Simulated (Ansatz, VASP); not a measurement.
TiC in VASP and in Ansatz

The input INCAR:

```
PREC = Accurate ; ENCUT = 520
EDIFF = 1E-7 ; ISMEAR = -1
SIGMA = 0.1 ; LREAL = F
LASPH = T ; NELM = 80
ALGO = Normal ; ISIF = 2
LWAVE = F ; LCHARG = T
GGA = PS ; LELF = T
LVHAR = T ; NBANDS = 15
```

Contents of KPOINTS:

```
regular mesh
0
Gamma
  13 13 13
```

File POSCAR:

```
TiC
1.0
    0.0000000000      2.1593000000      2.1593000000
    2.1593000000      0.0000000000      2.1593000000
    2.1593000000      2.1593000000      0.0000000000
Ti C
1 1
Direct
    0.0000000000      0.0000000000      0.0000000000
    0.4953688695      0.4953688695      0.5046311305
```

Input for Ansatz:

```yaml
crystal:
  lattice:
    - [0.0, 2.1593, 2.1593]
    - [2.1593, 0.0, 2.1593]
    - [2.1593, 2.1593, 0.0]
  atoms:
    - { symbol: Ti, position: [0.0, 0.0, 0.0] }
    - { symbol: C, position: [0.49536886954105497, 0.49536886954105497, 0.504631130458945] }
kpoints:
  mp_grid:
    grid: [13, 13, 13]
    shift: [0.0, 0.0, 0.0]
hamiltonian:
  xc: pbesol
  pseudopotentials:
    kind: paw
scf:
  occupations:
    method: fermi_dirac
output:
  forces: true
```

Alike in both runs: task single point; functional PBEsol; k mesh 13 × 13 × 13; no spin polarisation.

```csv
,VASP,Ansatz
version,VASP 6.6.1,Ansatz 0.2.0
potentials or method,"VASP PAW PBE potentials, release 64 (Ti_sv, C)","plane waves, PAW"
plane-wave cutoff (eV),520,420
occupations,"fermi-dirac, width 0.1 eV",fermi-dirac
valence electrons in the cell,16,16
```

|  | VASP | Ansatz | Ansatz less VASP |
| --- | --- | --- | --- |
| rms of the force components (eV/Å) | 0.112 | 0.112 | -0.0002 |

Atom by atom the forces differ by 0.000 eV/Å (rms over components).

Caveats: the PAW data sets were made with another functional, which shifts forces and pressure a little (VASP).
